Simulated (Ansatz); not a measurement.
Starting structure of a cell relaxation (symmetry kept):

```cif
data_structure
_symmetry_space_group_name_H-M 'P-3m1'
_symmetry_Int_Tables_number 164
_cell_length_a 3.4120
_cell_length_b 3.4120
_cell_length_c 5.6950
_cell_angle_alpha 90.000
_cell_angle_beta 90.000
_cell_angle_gamma 120.000
_cell_volume 57.42
loop_
_atom_site_label
_atom_site_type_symbol
_atom_site_symmetry_multiplicity
_atom_site_Wyckoff_symbol
_atom_site_fract_x
_atom_site_fract_y
_atom_site_fract_z
_atom_site_occupancy
Ti1 Ti 1 a 0.00000 0.00000 0.00000 1
S1 S 2 d 0.33333 0.66667 0.25000 1
```

These are results of Ansatz 0.2.0, DFT PBE+D3(BJ), scalar-relativistic, plane waves, PAW, not measurements.

Cutoff 420 eV; k points 12×12×8 on the computed 3-atom cell (Γ-centred); Gaussian smearing, width 0.10 eV; no spin polarisation.

What does it relax to?

The volume decreases by 1.15 Å³/atom to 17.99 Å³/atom, and the energy falls by 8.5 meV/atom. Final structure:
```
Ti S
1.0
     3.35886    0.00000    0.00000
    -1.67943    2.90886    0.00000
     0.00000    0.00000    5.52428
Ti S
1 2
Cartesian
  0.0000 0.0000 0.0000
  0.0000 1.9392 1.4291
  1.6794 0.9696 4.0952
```

Course of the relaxation (steps run on the plane waves of an earlier cell, and the basis is chosen afresh near the end, so energy and pressure can step there; trial steps that raised the energy were taken back; energies are free energies):

| step | E − E_final (meV/atom) | largest force component (eV/Å) | P (GPa) | V (Å³/atom) |
| --- | --- | --- | --- | --- |
| 1 | 8.5 | 0.126 | -2.92 | 19.14 |
| 2 | 2.7 | 0.246 | -0.13 | 17.69 |
| 3 | 0.1 | 0.049 | 0.17 | 18.09 |
| 4 | -0.1 | 0.003 | -0.04 | 18.01 |
| 5 | -0.1 | 0.001 | 0.00 | 17.99 |
| 6 | 0.0 | 0.001 | 0.00 | 17.99 |